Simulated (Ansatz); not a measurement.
Bi2Se3 (Paraguanajuatite):

```
Bi Se
1.0
     2.07150    1.19598    9.54533
    -2.07150    1.19598    9.54533
     0.00000   -2.39196    9.54533
Bi Se
2 3
Direct
  0.59920 0.59920 0.59920
  0.40080 0.40080 0.40080
  0.78830 0.78830 0.78830
  0.21170 0.21170 0.21170
  0.00000 0.00000 0.00000
```

| Item | Value |
| --- | --- |
| Program | Ansatz 0.2.0 |
| Task | relaxation of cell and atoms |
| Functional | LDA |
| Potentials or basis | Ansatz PAW |
| Cutoff | 420 eV (not typed: the program's choice for these potentials) |
| k mesh | 8 × 8 × 8 |
| Occupations | fermi-dirac, width 0.05 eV |
| Spin | no spin polarisation |

At the start: volume 28.38 Å³/atom.

How do energy, volume and symmetry change on relaxing?

It ends after 7 steps and the volume is 27.13 Å³/atom (-4.4 %); space group R-3m (No. 166, to 0.05 Å).

Step by step:
```tsv
step	energy change (eV)	largest force (eV/Å)	volume (Å³)
1	0.0000	0.1175	141.89
2	-0.0107	0.1664	133.54
3	-0.0353	0.0247	136.20
4	-0.0365	0.0177	135.94
5	-0.0367	0.0236	135.73
6	-0.0368	0.0032	135.64
7	-0.0356	0.0033	135.64
```

Final structure:
```yaml
crystal:
  lattice:
    - [2.05231, 1.18490, 9.29623]
    - [-2.05231, 1.18490, 9.29623]
    - [0.00000, -2.36980, 9.29623]
  atoms:
    - { symbol: Bi, position: [0.59864, 0.59864, 0.59864] }
    - { symbol: Bi, position: [0.40136, 0.40136, 0.40136] }
    - { symbol: Se, position: [0.79074, 0.79074, 0.79074] }
    - { symbol: Se, position: [0.20926, 0.20926, 0.20926] }
    - { symbol: Se, position: [0.00000, 0.00000, 0.00000] }
```

Caveat: the plane-wave basis is chosen anew once the cell has moved, so the energies of steps on either side of that aren't comparable; the PAW data sets come from PBE, with cores solved anew for the run's functional, which leaves a small shift of forces and pressure.
